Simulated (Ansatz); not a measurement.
# ZnSe (Fm-3m): an equation of state far from equilibrium

How does ZnSe (Fm-3m) respond to strong compression and slight expansion?

Method: DFT r²SCAN, scalar-relativistic, plane waves, PAW, in Ansatz 0.2.0.

## (1) Starting point

Symmetry: Fm-3m, No. 225, cubic system. Conventional cell: a = 5.316 Å, b = 5.316 Å, c = 5.316 Å, α = 90.00°, β = 90.00°, γ = 90.00°. Around Se (site symmetry m-3m) lie 6 Zn at 2.66 Å. Zn (site symmetry m-3m) has 6 Se at 2.66 Å as nearest neighbours.

Structure file:

```
CELL_PARAMETERS angstrom
0.00000 2.65797 2.65797
2.65797 0.00000 2.65797
2.65797 2.65797 0.00000
ATOMIC_POSITIONS crystal
Se 0.00000 0.00000 0.00000
Zn 0.50000 0.50000 0.50000
```

This cell comes from an earlier session at r²SCAN: 18.778 Å³/atom at 0.00 GPa, on a 12×12×12 mesh.

## (2) Volume × 0.96

Input file input.yaml:

```yaml
crystal:
  lattice:
    - [0.0, 2.6220423878, 2.6220423878]
    - [2.6220423878, 0.0, 2.6220423878]
    - [2.6220423878, 2.6220423878, 0.0]
  atoms:
    - { symbol: Se, position: [0.0, 0.0, 0.0] }
    - { symbol: Zn, position: [0.5, 0.5, 0.5] }
basis:
  ecutwfc: 500
  ecutrho_ratio: 4
kpoints:
  mp_grid: { grid: [12, 12, 12] }
hamiltonian:
  xc: r2scan
scf:
  occupations: { method: gaussian, width: 0.05 }
output:
  forces: true
  stress: true
  eigenvalues: true
```

Started as:

```console
> ansatz run input.yaml --threads 1 --pin off --max-ram 2560MiB --backend cpu --events-out ev --progress --plain --runs-dir out
```

The log of the run (excerpt; [...] marks lines left out):

```text
Warning: RAYON_NUM_THREADS=1 ignored (pool sized by the plan → 1); use --threads N
[...]
Pseudopotentials: kind: paw
Pseudopotential: Se, paw, valence charge 16, recommended cutoff 500 eV (meta_gga), Se.paw.azcp
Pseudopotential: Zn, paw, valence charge 12, recommended cutoff 500 eV (meta_gga), Zn.paw.azcp
Functional definition: r2SCAN
[...]
Crystal: 2 atoms, lattice volume = 36.054 Å³
Basis set: ecut = 500 eV, 941 PW (Γ), exchange–correlation on 120×120×120 points (64 copies of the dense FFT grid, shifted against one another)
Bands: 18, of which v1, the nominal top of the filled ones, is band 14 counted from 1 (13 counted from 0)
Symmetry: 48 space group operations
Space group: Fm-3m (ITA 225), of the structure as read, at distance tolerance 3.3e-5 Å
k-points: 72 of 1728
[...]
SCF iter   1: F=—  HF=-8804.840610 eV  |F-HF|=—  |Δ(HF+E_count)|=         —  Δρ=1.77e-2  dr2=5.66e-2  dr2_τ=5.56e-3  ethr=1.77e-3  ⟨swp⟩=5.4  Hψ=6437  notcnv=0
[...]
SCF iter   7: F=-8804.844647 eV  HF=-8804.844647 eV  |F-HF|=4.11e-9  |Δ(HF+E_count)|=   6.67e-8  Δρ=2.44e-6  dr2=2.68e-9  dr2_τ=1.35e-10  ethr=3.57e-10  ⟨swp⟩=5.3  Hψ=5853  notcnv=0
[...]
SCF converged after 7 iterations
Free energy (F): -8804.844647 eV
[...]
E sigma→0 (E₀):  -8804.844048 eV
Entropy (-TS):   -0.001198 eV (-0.599 meV/atom)
Fermi energy:    10.028322 eV
[...]
--- Forces (eV/Å), atoms counted from 1 ---
  atom   1  Se    -0.00000000     0.00000000     0.00000000
  atom   2  Zn     0.00000000    -0.00000000    -0.00000000
[...]
--- Stress (GPa, compression-positive) ---
        3.620762      -0.000000       0.000000
       -0.000000       3.620762      -0.000000
       -0.000000      -0.000000       3.620762
  P = ⅓ Tr σ = 3.6208 GPa (36.208 kbar)
--- Band table (eV; the first three rows and the last of 72) ---
  k-point 0: bands = ["-37.7939", "-37.7939", "-37.7872", "-37.7872", "-37.7872", "-4.7340", "3.0946", "3.0946", "3.1266", "3.1266", "3.1266", "9.4855", "9.4855", "9.4855", "11.8925", "19.1981", "19.1981", "19.1981"]
[...]
```

It took 5.6 s on 1 thread of Intel Xeon at 2.70GHz, shared host; peak memory 0.5 GiB.

Read off: volume 18.027 Å³/atom, pressure 3.62 GPa, a metal on this mesh.

## (3) Volume × 1.04

Edit input.yaml of step 2 so:

```diff
@@ -2,5 +2,5 @@
   lattice:
-    - [0.0, 2.6220423878, 2.6220423878]
-    - [2.6220423878, 0.0, 2.6220423878]
-    - [2.6220423878, 2.6220423878, 0.0]
+    - [0.0, 2.6929424785, 2.6929424785]
+    - [2.6929424785, 0.0, 2.6929424785]
+    - [2.6929424785, 2.6929424785, 0.0]
   atoms:
```

Started as:

```console
> ansatz run input.yaml --threads 1 --pin off --max-ram 2560MiB --backend cpu --events-out ev --progress --plain --runs-dir out
```

The log of the run (excerpt; [...] marks lines left out):

```text
Warning: RAYON_NUM_THREADS=1 ignored (pool sized by the plan → 1); use --threads N
[...]
Pseudopotentials: kind: paw
Pseudopotential: Se, paw, valence charge 16, recommended cutoff 500 eV (meta_gga), Se.paw.azcp
Pseudopotential: Zn, paw, valence charge 12, recommended cutoff 500 eV (meta_gga), Zn.paw.azcp
Functional definition: r2SCAN
[...]
Crystal: 2 atoms, lattice volume = 39.058 Å³
Basis set: ecut = 500 eV, 965 PW (Γ), exchange–correlation on 120×120×120 points (64 copies of the dense FFT grid, shifted against one another)
Bands: 18, of which v1, the nominal top of the filled ones, is band 14 counted from 1 (13 counted from 0)
Symmetry: 48 space group operations
Space group: Fm-3m (ITA 225), of the structure as read, at distance tolerance 3.4e-5 Å
k-points: 72 of 1728
[...]
SCF iter   1: F=—  HF=-8804.850236 eV  |F-HF|=—  |Δ(HF+E_count)|=         —  Δρ=1.74e-2  dr2=5.99e-2  dr2_τ=4.40e-3  ethr=1.77e-3  ⟨swp⟩=5.5  Hψ=6446  notcnv=0
[...]
SCF iter   8: F=-8804.846919 eV  HF=-8804.846919 eV  |F-HF|=4.24e-9  |Δ(HF+E_count)|=   1.32e-7  Δρ=4.74e-6  dr2=1.01e-8  dr2_τ=2.62e-10  ethr=3.57e-10  ⟨swp⟩=5.1  Hψ=5851  notcnv=0
[...]
SCF converged after 8 iterations
Free energy (F): -8804.846919 eV
[...]
E sigma→0 (E₀):  -8804.846283 eV
Entropy (-TS):   -0.001272 eV (-0.636 meV/atom)
Fermi energy:    8.740571 eV
[...]
--- Forces (eV/Å), atoms counted from 1 ---
  atom   1  Se    -0.00000000     0.00000000    -0.00000000
  atom   2  Zn     0.00000000     0.00000000     0.00000000
[...]
--- Stress (GPa, compression-positive) ---
       -2.900421      -0.000000      -0.000000
       -0.000000      -2.900421       0.000000
        0.000000       0.000000      -2.900421
  P = ⅓ Tr σ = -2.9004 GPa (-29.004 kbar)
--- Band table (eV; the first three rows and the last of 72) ---
  k-point 0: bands = ["-38.9239", "-38.9239", "-38.9187", "-38.9187", "-38.9187", "-5.3995", "1.9788", "1.9788", "2.0068", "2.0068", "2.0068", "8.2883", "8.2883", "8.2883", "10.0723", "17.9011", "17.9011", "17.9011"]
[...]
```

Wall time 5.9 s (1 thread of Intel Xeon at 2.70GHz, shared host); peak memory 0.5 GiB.

Read off: volume 19.529 Å³/atom, pressure -2.90 GPa, metallic.

## (4) Volume × 0.92

Edit input.yaml of step 3 so:

```diff
@@ -2,5 +2,5 @@
   lattice:
-    - [0.0, 2.6929424785, 2.6929424785]
-    - [2.6929424785, 0.0, 2.6929424785]
-    - [2.6929424785, 2.6929424785, 0.0]
+    - [0.0, 2.5851072935, 2.5851072935]
+    - [2.5851072935, 0.0, 2.5851072935]
+    - [2.5851072935, 2.5851072935, 0.0]
   atoms:
```

Started as:

```console
> ansatz run input.yaml --threads 1 --pin off --max-ram 2560MiB --backend cpu --events-out ev --progress --plain --runs-dir out
```

The log of the run (excerpt; [...] marks lines left out):

```text
Warning: RAYON_NUM_THREADS=1 ignored (pool sized by the plan → 1); use --threads N
[...]
Pseudopotentials: kind: paw
Pseudopotential: Se, paw, valence charge 16, recommended cutoff 500 eV (meta_gga), Se.paw.azcp
Pseudopotential: Zn, paw, valence charge 12, recommended cutoff 500 eV (meta_gga), Zn.paw.azcp
Functional definition: r2SCAN
[...]
Crystal: 2 atoms, lattice volume = 34.551 Å³
Basis set: ecut = 500 eV, 893 PW (Γ), exchange–correlation on 108×108×108 points (64 copies of the dense FFT grid, shifted against one another)
Bands: 18, of which v1, the nominal top of the filled ones, is band 14 counted from 1 (13 counted from 0)
Symmetry: 48 space group operations
Space group: Fm-3m (ITA 225), of the structure as read, at distance tolerance 3.3e-5 Å
k-points: 72 of 1728
[...]
SCF iter   1: F=—  HF=-8804.781410 eV  |F-HF|=—  |Δ(HF+E_count)|=         —  Δρ=1.80e-2  dr2=5.53e-2  dr2_τ=6.39e-3  ethr=1.77e-3  ⟨swp⟩=5.5  Hψ=6506  notcnv=0
[...]
SCF iter   7: F=-8804.790303 eV  HF=-8804.790303 eV  |F-HF|=6.54e-9  |Δ(HF+E_count)|=   3.66e-8  Δρ=4.00e-6  dr2=7.71e-9  dr2_τ=2.64e-10  ethr=3.57e-10  ⟨swp⟩=5.6  Hψ=5931  notcnv=0
[...]
SCF converged after 7 iterations
Free energy (F): -8804.790303 eV
[...]
E sigma→0 (E₀):  -8804.789739 eV
Entropy (-TS):   -0.001127 eV (-0.564 meV/atom)
Fermi energy:    10.760825 eV
[...]
--- Forces (eV/Å), atoms counted from 1 ---
  atom   1  Se    -0.00000000     0.00000000     0.00000000
  atom   2  Zn     0.00000000    -0.00000000    -0.00000000
[...]
--- Stress (GPa, compression-positive) ---
        8.138223       0.000000       0.000000
        0.000000       8.138223      -0.000000
        0.000000       0.000000       8.138223
  P = ⅓ Tr σ = 8.1382 GPa (81.382 kbar)
--- Band table (eV; the first three rows and the last of 72) ---
  k-point 0: bands = ["-37.1583", "-37.1583", "-37.1507", "-37.1507", "-37.1507", "-4.3663", "3.7112", "3.7112", "3.7450", "3.7450", "3.7450", "10.1640", "10.1640", "10.1640", "12.9353", "19.9282", "19.9282", "19.9282"]
[...]
```

Run time: 6.1 s. Hardware: 1 thread of Intel Xeon at 2.70GHz, shared host; peak memory 0.45 GiB.

In short: volume 17.276 Å³/atom, pressure 8.14 GPa, a metal on this mesh.

## (5) Volume × 0.88

Edit input.yaml of step 4 so:

```diff
@@ -2,5 +2,5 @@
   lattice:
-    - [0.0, 2.5851072935, 2.5851072935]
-    - [2.5851072935, 0.0, 2.5851072935]
-    - [2.5851072935, 2.5851072935, 0.0]
+    - [0.0, 2.5470854866, 2.5470854866]
+    - [2.5470854866, 0.0, 2.5470854866]
+    - [2.5470854866, 2.5470854866, 0.0]
   atoms:
```

Started as:

```console
> ansatz run input.yaml --threads 1 --pin off --max-ram 2560MiB --backend cpu --events-out ev --progress --plain --runs-dir out
```

The log of the run (excerpt; [...] marks lines left out):

```text
Warning: RAYON_NUM_THREADS=1 ignored (pool sized by the plan → 1); use --threads N
[...]
Pseudopotentials: kind: paw
Pseudopotential: Se, paw, valence charge 16, recommended cutoff 500 eV (meta_gga), Se.paw.azcp
Pseudopotential: Zn, paw, valence charge 12, recommended cutoff 500 eV (meta_gga), Zn.paw.azcp
Functional definition: r2SCAN
[...]
Crystal: 2 atoms, lattice volume = 33.049 Å³
Basis set: ecut = 500 eV, 869 PW (Γ), exchange–correlation on 108×108×108 points (64 copies of the dense FFT grid, shifted against one another)
Bands: 18, of which v1, the nominal top of the filled ones, is band 14 counted from 1 (13 counted from 0)
Symmetry: 48 space group operations
Space group: Fm-3m (ITA 225), of the structure as read, at distance tolerance 3.2e-5 Å
k-points: 72 of 1728
[...]
SCF iter   1: F=—  HF=-8804.673590 eV  |F-HF|=—  |Δ(HF+E_count)|=         —  Δρ=1.81e-2  dr2=5.38e-2  dr2_τ=7.49e-3  ethr=1.77e-3  ⟨swp⟩=5.6  Hψ=6663  notcnv=0
[...]
SCF iter   7: F=-8804.688489 eV  HF=-8804.688489 eV  |F-HF|=4.93e-9  |Δ(HF+E_count)|=   1.50e-8  Δρ=5.80e-6  dr2=1.28e-8  dr2_τ=4.47e-10  ethr=3.57e-10  ⟨swp⟩=5.6  Hψ=6041  notcnv=0
[...]
SCF converged after 7 iterations
Free energy (F): -8804.688489 eV
[...]
E sigma→0 (E₀):  -8804.687962 eV
Entropy (-TS):   -0.001054 eV (-0.527 meV/atom)
Fermi energy:    11.564479 eV
[...]
--- Forces (eV/Å), atoms counted from 1 ---
  atom   1  Se    -0.00000000     0.00000000     0.00000000
  atom   2  Zn     0.00000000     0.00000000    -0.00000000
[...]
--- Stress (GPa, compression-positive) ---
       13.791442      -0.000000       0.000000
       -0.000000      13.791442       0.000000
       -0.000000      -0.000000      13.791442
  P = ⅓ Tr σ = 13.7914 GPa (137.914 kbar)
--- Band table (eV; the first three rows and the last of 72) ---
  k-point 0: bands = ["-36.4664", "-36.4664", "-36.4577", "-36.4577", "-36.4577", "-3.9706", "4.3723", "4.3723", "4.4079", "4.4079", "4.4079", "10.9059", "10.9059", "10.9059", "14.0833", "20.7226", "20.7226", "20.7226"]
[...]
```

It took 5.5 s on 1 thread of Intel Xeon at 2.70GHz, shared host; peak memory 0.45 GiB.

Read off: volume 16.525 Å³/atom, pressure 13.79 GPa, metallic.

## (6) Volume × 0.84

Edit input.yaml of step 5 so:

```diff
@@ -2,5 +2,5 @@
   lattice:
-    - [0.0, 2.5470854866, 2.5470854866]
-    - [2.5470854866, 0.0, 2.5470854866]
-    - [2.5470854866, 2.5470854866, 0.0]
+    - [0.0, 2.5078933231, 2.5078933231]
+    - [2.5078933231, 0.0, 2.5078933231]
+    - [2.5078933231, 2.5078933231, 0.0]
   atoms:
```

Started as:

```console
> ansatz run input.yaml --threads 1 --pin off --max-ram 2560MiB --backend cpu --events-out ev --progress --plain --runs-dir out
```

The log of the run (excerpt; [...] marks lines left out):

```text
Warning: RAYON_NUM_THREADS=1 ignored (pool sized by the plan → 1); use --threads N
[...]
Pseudopotentials: kind: paw
Pseudopotential: Se, paw, valence charge 16, recommended cutoff 500 eV (meta_gga), Se.paw.azcp
Pseudopotential: Zn, paw, valence charge 12, recommended cutoff 500 eV (meta_gga), Zn.paw.azcp
Functional definition: r2SCAN
[...]
Crystal: 2 atoms, lattice volume = 31.547 Å³
Basis set: ecut = 500 eV, 821 PW (Γ), exchange–correlation on 108×108×108 points (64 copies of the dense FFT grid, shifted against one another)
Bands: 18, of which v1, the nominal top of the filled ones, is band 14 counted from 1 (13 counted from 0)
Symmetry: 48 space group operations
Space group: Fm-3m (ITA 225), of the structure as read, at distance tolerance 3.2e-5 Å
k-points: 72 of 1728
[...]
SCF iter   1: F=—  HF=-8804.505241 eV  |F-HF|=—  |Δ(HF+E_count)|=         —  Δρ=1.84e-2  dr2=5.26e-2  dr2_τ=8.94e-3  ethr=1.77e-3  ⟨swp⟩=5.7  Hψ=6813  notcnv=0
[...]
SCF iter   7: F=-8804.527172 eV  HF=-8804.527172 eV  |F-HF|=5.68e-9  |Δ(HF+E_count)|=   1.91e-8  Δρ=6.72e-6  dr2=1.48e-8  dr2_τ=5.61e-10  ethr=3.57e-10  ⟨swp⟩=6.1  Hψ=6387  notcnv=0
[...]
SCF converged after 7 iterations
Free energy (F): -8804.527172 eV
[...]
E sigma→0 (E₀):  -8804.526667 eV
Entropy (-TS):   -0.001010 eV (-0.505 meV/atom)
Fermi energy:    12.449473 eV
[...]
--- Forces (eV/Å), atoms counted from 1 ---
  atom   1  Se    -0.00000000     0.00000000    -0.00000000
  atom   2  Zn     0.00000000    -0.00000000     0.00000000
[...]
--- Stress (GPa, compression-positive) ---
       20.887497       0.000000       0.000000
        0.000000      20.887497      -0.000000
       -0.000000       0.000000      20.887497
  P = ⅓ Tr σ = 20.8875 GPa (208.875 kbar)
--- Band table (eV; the first three rows and the last of 72) ---
  k-point 0: bands = ["-35.7102", "-35.7102", "-35.7003", "-35.7003", "-35.7003", "-3.5430", "5.0837", "5.0837", "5.1206", "5.1206", "5.1206", "11.7205", "11.7205", "11.7205", "15.3520", "21.5903", "21.5903", "21.5903"]
[...]
```

It took 5.2 s on 1 thread of Intel Xeon at 2.70GHz, shared host; peak memory 0.45 GiB.

In short: volume 15.773 Å³/atom, pressure 20.89 GPa, no gap.

## (7) Volume × 0.8

Edit input.yaml of step 6 so:

```diff
@@ -2,5 +2,5 @@
   lattice:
-    - [0.0, 2.5078933231, 2.5078933231]
-    - [2.5078933231, 0.0, 2.5078933231]
-    - [2.5078933231, 2.5078933231, 0.0]
+    - [0.0, 2.4674363562, 2.4674363562]
+    - [2.4674363562, 0.0, 2.4674363562]
+    - [2.4674363562, 2.4674363562, 0.0]
   atoms:
```

Started as:

```console
> ansatz run input.yaml --threads 1 --pin off --max-ram 2560MiB --backend cpu --events-out ev --progress --plain --runs-dir out
```

The log of the run (excerpt; [...] marks lines left out):

```text
Warning: RAYON_NUM_THREADS=1 ignored (pool sized by the plan → 1); use --threads N
[...]
Pseudopotentials: kind: paw
Pseudopotential: Se, paw, valence charge 16, recommended cutoff 500 eV (meta_gga), Se.paw.azcp
Pseudopotential: Zn, paw, valence charge 12, recommended cutoff 500 eV (meta_gga), Zn.paw.azcp
Functional definition: r2SCAN
[...]
Crystal: 2 atoms, lattice volume = 30.045 Å³
Basis set: ecut = 500 eV, 749 PW (Γ), exchange–correlation on 108×108×108 points (64 copies of the dense FFT grid, shifted against one another)
Bands: 18, of which v1, the nominal top of the filled ones, is band 14 counted from 1 (13 counted from 0)
Symmetry: 48 space group operations
Space group: Fm-3m (ITA 225), of the structure as read, at distance tolerance 3.1e-5 Å
k-points: 72 of 1728
[...]
SCF iter   1: F=—  HF=-8804.260825 eV  |F-HF|=—  |Δ(HF+E_count)|=         —  Δρ=1.86e-2  dr2=5.09e-2  dr2_τ=1.09e-2  ethr=1.77e-3  ⟨swp⟩=5.7  Hψ=6838  notcnv=0
[...]
SCF iter   7: F=-8804.291045 eV  HF=-8804.291045 eV  |F-HF|=2.18e-9  |Δ(HF+E_count)|=   3.21e-9  Δρ=6.17e-6  dr2=9.91e-9  dr2_τ=5.39e-10  ethr=3.57e-10  ⟨swp⟩=3.9  Hψ=5871  notcnv=0
[...]
SCF converged after 7 iterations
Free energy (F): -8804.291045 eV
[...]
E sigma→0 (E₀):  -8804.290550 eV
Entropy (-TS):   -0.000990 eV (-0.495 meV/atom)
Fermi energy:    13.426689 eV
[...]
--- Forces (eV/Å), atoms counted from 1 ---
  atom   1  Se    -0.00000000     0.00000000    -0.00000000
  atom   2  Zn     0.00000000    -0.00000000    -0.00000000
[...]
--- Stress (GPa, compression-positive) ---
       29.825272      -0.000000       0.000000
       -0.000000      29.825272      -0.000000
        0.000000      -0.000000      29.825272
  P = ⅓ Tr σ = 29.8253 GPa (298.253 kbar)
--- Band table (eV; the first three rows and the last of 72) ---
  k-point 0: bands = ["-34.8818", "-34.8818", "-34.8704", "-34.8704", "-34.8704", "-3.0790", "5.8523", "5.8523", "5.8897", "5.8897", "5.8897", "12.6182", "12.6182", "12.6182", "16.7597", "22.5416", "22.5416", "22.5416"]
[...]
```

It took 5.5 s on 1 thread of Intel Xeon at 2.70GHz, shared host; peak memory 0.44 GiB.

Read off: volume 15.022 Å³/atom, pressure 29.83 GPa, a metal on this mesh.

## (8) All volumes together

```
volume (Å³/atom)  energy above the lowest (meV/atom)  pressure (GPa)  gap on the mesh (eV)  space group
          15.022                               284.9            29.8                  0.00        Fm-3m
          15.773                               166.9            20.9                  0.00        Fm-3m
          16.525                                86.2            13.8                  0.00        Fm-3m
          17.276                                35.3             8.1                  0.00        Fm-3m
          18.027                                 8.2             3.6                  0.00        Fm-3m
          18.778                                 0.0             0.0                  0.00        Fm-3m
          19.529                                 7.1            -2.9                  0.00        Fm-3m
```

## (9) Results

| quantity | value |
| --- | --- |
| range of pressure | -2.9 to 29.8 GPa |
| V0 (fit) | 18.78 Å³/atom |
| B0 (fit) | 81 GPa |
| B0′ (fit) | 4.47 |

In words: A third-order Birch-Murnaghan fit follows the points with an rms miss of 0.01 meV/atom. Symmetry fixes shape and sites, so only the volume changes. Other structures may be lower in enthalpy at these pressures.
